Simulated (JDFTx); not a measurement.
# BP (F-43m) in JDFTx: single point with PBE

Aim: the single point of BP with PBE.

All numbers are computed with JDFTx 1.7.0 (patched build); they aren't measurements. Logs are shortened: lines on timing, memory, paths and dates and some standing lists are left out, and cuts for length are marked. The log counts tension as positive stress, the text compression.

**1. Starting point**

It takes space group F-43m (No. 216, cubic). Conventional cell: a = 4.538 Å, b = 4.538 Å, c = 4.538 Å, α = 90.00°, β = 90.00°, γ = 90.00°. P (site symmetry -43m) is surrounded by 4 B at 1.97 Å. B (site symmetry -43m) is surrounded by 4 P at 1.97 Å.

**2. Single point, PBE**

The input, BP.in:

```
lattice Face-Centered Cubic 8.5755771536
coords-type Lattice
ion P      0.7500000000     0.7500000000     0.7500000000 1
ion B      0.0000000000     0.0000000000     0.0000000000 1

ion-species pseudo/P.upf
ion-species pseudo/B.upf
elec-cutoff 38 304
elec-ex-corr gga-PBE
kpoint-folding 5 5 5
elec-smearing Fermi 0.0018374661
elec-n-bands 9
electronic-SCF nIterations 100 energyDiffThreshold 1e-09
electronic-minimize nIterations 30 energyDiffThreshold 1e-7
converge-empty-states yes
forces-output-coords Cartesian

dump-name run.$VAR
dump End Ecomponents EigStats BandEigs Kpoints Forces Stress State ElecDensity Dtot KEdensity
```

Potentials or basis: PseudoDojo-SR-PBE-0.5-standard.

The run is started by

```sh
$ jdftx -c 1 -i BP.in -o BP.out
```

Output:

```text
*************** JDFTx 1.7.0 (patched build) ***************

Input parsed successfully to the following command list (including defaults):
[... the input with its defaults ...]

---------- Setting up symmetries ----------

Found 48 point-group symmetries of the bravais lattice
Found 24 space-group symmetries with basis
Applied RMS atom displacement 0 bohrs to make symmetries exact.

---------- Initializing the Grid ----------
R =
[            0      4.28779      4.28779  ]
[      4.28779            0      4.28779  ]
[      4.28779      4.28779            0  ]
unit cell volume = 157.663
G =
[  -0.732684   0.732684   0.732684  ]
[   0.732684  -0.732684   0.732684  ]
[   0.732684   0.732684  -0.732684  ]
Minimum fftbox size, Smin = [  48  48  48  ]
Chosen fftbox size, S = [  48  48  48  ]

---------- Initializing tighter grid for wavefunction operations ----------
R =
[            0      4.28779      4.28779  ]
[      4.28779            0      4.28779  ]
[      4.28779      4.28779            0  ]
unit cell volume = 157.663
G =
[  -0.732684   0.732684   0.732684  ]
[   0.732684  -0.732684   0.732684  ]
[   0.732684   0.732684  -0.732684  ]
Minimum fftbox size, Smin = [  36  36  36  ]
Chosen fftbox size, S = [  36  36  36  ]

---------- Exchange Correlation functional ----------
Initalized PBE GGA exchange.
Initalized PBE GGA correlation.

---------- Setting up pseudopotentials ----------
Width of ionic core gaussian charges (only for fluid interactions / plotting) set to 0

Reading pseudopotential file 'pseudo/P.upf':
  'P' pseudopotential, 'PBE' functional
  Generated using ONCVPSP code by D. R. Hamann
  5 valence electrons, 2 orbitals, 6 projectors, 1001 radial grid points, with lMax = 2
    3S    l: 0   occupation:  2.0   eigenvalue: -0.513364
    3P    l: 1   occupation:  3.0   eigenvalue: -0.202372
  Core radius for overlap checks: 1.66 bohrs.

Reading pseudopotential file 'pseudo/B.upf':
  'B' pseudopotential, 'PBE' functional
  Generated using ONCVPSP code by D. R. Hamann
  3 valence electrons, 2 orbitals, 4 projectors, 1001 radial grid points, with lMax = 1
    2S    l: 0   occupation:  2.0   eigenvalue: -0.347027
    2P    l: 1   occupation:  1.0   eigenvalue: -0.132548
  Core radius for overlap checks: 1.18 bohrs.

Initialized 2 species with 2 total atoms.

Folded 1 k-points by 5x5x5 to 125 k-points.

---------- Setting up k-points, bands, fillings ----------
Adding inversion symmetry to k-mesh for non-inversion-symmetric unit cell.
Reduced to 10 k-points under symmetry.
Computing the number of bands and number of electrons
Calculating initial fillings.
nElectrons:   8.000000   nBands: 9   nStates: 10

----- Setting up reduced wavefunction bases (one per k-point) -----
average nbasis = 1764.504 , ideal nbasis = 1764.004

---------- Setting up ewald sum ----------
Optimum gaussian width for ewald sums = 1.947439 bohr.
Real space sum over 1331 unit cells with max indices [  5  5  5  ]
Reciprocal space sum over 2197 terms with max indices [  6  6  6  ]

---------- Allocating electronic variables ----------
Initializing wave functions:  linear combination of atomic orbitals
Note: number of bands (9) exceeds available atomic orbitals (8)
P pseudo-atom occupations:   s ( 2 )  p ( 3 )
B pseudo-atom occupations:   s ( 2 )  p ( 1 )
	FillingsUpdate:  mu: +0.404007192  nElectrons: 8.000000
LCAOMinimize: Iter:   0  F: -9.4022809741718643  |grad|_K:  8.945e-03  alpha:  1.000e+00
	FillingsUpdate:  mu: +0.402003067  nElectrons: 8.000000
LCAOMinimize: Iter:   1  F: -9.4166577791264441  |grad|_K:  3.759e-04  alpha:  4.613e-01  linmin:  5.055e-01  cgtest: -6.496e-01
	FillingsUpdate:  mu: +0.401623811  nElectrons: 8.000000
[... 6 lines of inner loops ...]
LCAOMinimize: Iter:   4  F: -9.4166983317878827  |grad|_K:  7.638e-08  alpha:  9.481e-01  linmin:  7.174e-05  cgtest: -1.720e-04
	FillingsUpdate:  mu: +0.401786572  nElectrons: 8.000000
LCAOMinimize: Iter:   5  F: -9.4166983317892026  |grad|_K:  2.412e-08  alpha:  5.563e-01  linmin:  1.034e-02  cgtest: -1.567e-02
LCAOMinimize: Converged (|Delta F|<1.000000e-06 for 2 iters).

-------- Electronic minimization -----------
Will mix electronic density at each iteration.
	FillingsUpdate:  mu: +0.401786572  nElectrons: 8.000000
	FillingsUpdate:  mu: +0.352817189  nElectrons: 8.000000
SCF: Cycle:  0   F: -9.480867212717847   dF: -6.417e-02   |Residual|: 6.464e-02   |deigs|: 1.524e-01
	FillingsUpdate:  mu: +0.356221999  nElectrons: 8.000000
SCF: Cycle:  1   F: -9.482756683493614   dF: -1.889e-03   |Residual|: 3.641e-02   |deigs|: 1.332e-02
	FillingsUpdate:  mu: +0.361667494  nElectrons: 8.000000
SCF: Cycle:  2   F: -9.483061584910969   dF: -3.049e-04   |Residual|: 3.594e-03   |deigs|: 7.841e-03
	FillingsUpdate:  mu: +0.362012367  nElectrons: 8.000000
SCF: Cycle:  3   F: -9.483070505554345   dF: -8.921e-06   |Residual|: 1.887e-03   |deigs|: 2.086e-03
	FillingsUpdate:  mu: +0.362361183  nElectrons: 8.000000
SCF: Cycle:  4   F: -9.483072384578886   dF: -1.879e-06   |Residual|: 4.586e-04   |deigs|: 4.296e-04
	FillingsUpdate:  mu: +0.362367726  nElectrons: 8.000000
SCF: Cycle:  5   F: -9.483072835500428   dF: -4.509e-07   |Residual|: 1.428e-04   |deigs|: 2.162e-04
	FillingsUpdate:  mu: +0.362354198  nElectrons: 8.000000
SCF: Cycle:  6   F: -9.483072936154727   dF: -1.007e-07   |Residual|: 5.089e-05   |deigs|: 1.794e-04
	FillingsUpdate:  mu: +0.362363354  nElectrons: 8.000000
SCF: Cycle:  7   F: -9.483072976448952   dF: -4.029e-08   |Residual|: 2.646e-05   |deigs|: 1.496e-04
	FillingsUpdate:  mu: +0.362364842  nElectrons: 8.000000
SCF: Cycle:  8   F: -9.483072985685734   dF: -9.237e-09   |Residual|: 7.199e-06   |deigs|: 1.292e-04
	FillingsUpdate:  mu: +0.362364524  nElectrons: 8.000000
SCF: Cycle:  9   F: -9.483072989839924   dF: -4.154e-09   |Residual|: 4.215e-06   |deigs|: 1.183e-04
	FillingsUpdate:  mu: +0.362364049  nElectrons: 8.000000
SCF: Cycle: 10   F: -9.483072991237826   dF: -1.398e-09   |Residual|: 1.037e-06   |deigs|: 1.512e-04
	FillingsUpdate:  mu: +0.362364179  nElectrons: 8.000000
SCF: Cycle: 11   F: -9.483072991635014   dF: -3.972e-10   |Residual|: 1.622e-06   |deigs|: 1.513e-04
	FillingsUpdate:  mu: +0.362364139  nElectrons: 8.000000
SCF: Cycle: 12   F: -9.483072991847433   dF: -2.124e-10   |Residual|: 1.481e-06   |deigs|: 2.355e-04
SCF: Converged (|Delta E|<1.000000e-09 for 2 iters).

Setting wave functions to eigenvectors of Hamiltonian
Converging empty states (this may take a while): |deigs|: 5.068e-04

# Stress tensor in Cartesian coordinates [Eh/a0^3]:
[ -4.58702e-05            0            0  ]
[            0 -4.58702e-05            0  ]
[            0            0 -4.58702e-05  ]

# Ionic positions in lattice coordinates:
ion P   0.750000000000000   0.750000000000000   0.750000000000000 1
ion B   0.000000000000000   0.000000000000000   0.000000000000000 1

# Forces in Cartesian coordinates:
force P   0.000000000000000   0.000000000000000  -0.000000000000000 1
force B   0.000000000000000   0.000000000000000  -0.000000000000000 1

# Energy components:
   Eewald =      -10.4916197707563548
       EH =        0.6344503566557229
     Eloc =       -2.3961022750910259
      Enl =        1.0270874046205443
      Exc =       -3.3238560827242205
 Exc_core =        0.4118758285123583
       KE =        4.6550915601334291
-------------------------------------
     Etot =       -9.4830729786495489
       TS =        0.0000000131978837
-------------------------------------
        F =       -9.4830729918474326

IonicMinimize: Iter:   0  F: -9.483072991847433  |grad|_K:  1.836e-35
IonicMinimize: Converged (|grad|_K<1.000000e-04).

#--- Lowdin population analysis ---
# oxidation-state P +0.714
# oxidation-state B -0.657

Dumping 'run.eigStats' ...
	eMin: -0.228151 at state 0 ( [ +0.000000 +0.000000 +0.000000 ] spin 0 )
	HOMO: +0.340133 at state 0 ( [ +0.000000 +0.000000 +0.000000 ] spin 0 )
	mu  : +0.362364
	LUMO: +0.385869 at state 7 ( [ +0.000000 +0.400000 +0.400000 ] spin 0 )
	eMax: +0.876039 at state 7 ( [ +0.000000 +0.400000 +0.400000 ] spin 0 )
	HOMO-LUMO gap: +0.045737
	Optical gap  : +0.124963 at state 0 ( [ +0.000000 +0.000000 +0.000000 ] spin 0 )
Done!
[note: mu as printed may lie anywhere between the filled and the empty levels]
```

It took 13 s on 1 thread of Arm Neoverse V1, shared host; peak memory 0.07 GiB.

Results:

```
Free energy            : -258.0476 eV
Pressure               : 1.3 GPa
Band gap on the k mesh : 1.24 eV, indirect (least direct gap 3.40 eV)
Loewdin charges        : P +0.71; B -0.66 e
```

Levels at points of the mesh, in eV from the valence-band top:
```csv
k point,band 1,band 2,band 3,band 4,band 5,band 6
"(0.00, 0.00, 0.00)",-15.46,0.00,0.00,0.00,3.40,3.40
```

Caveat: the k mesh is coarse (spacing up to 0.48 Å⁻¹), so the values aren't converged; an odd mesh through Γ misses points on the zone boundary, where band edges often lie.
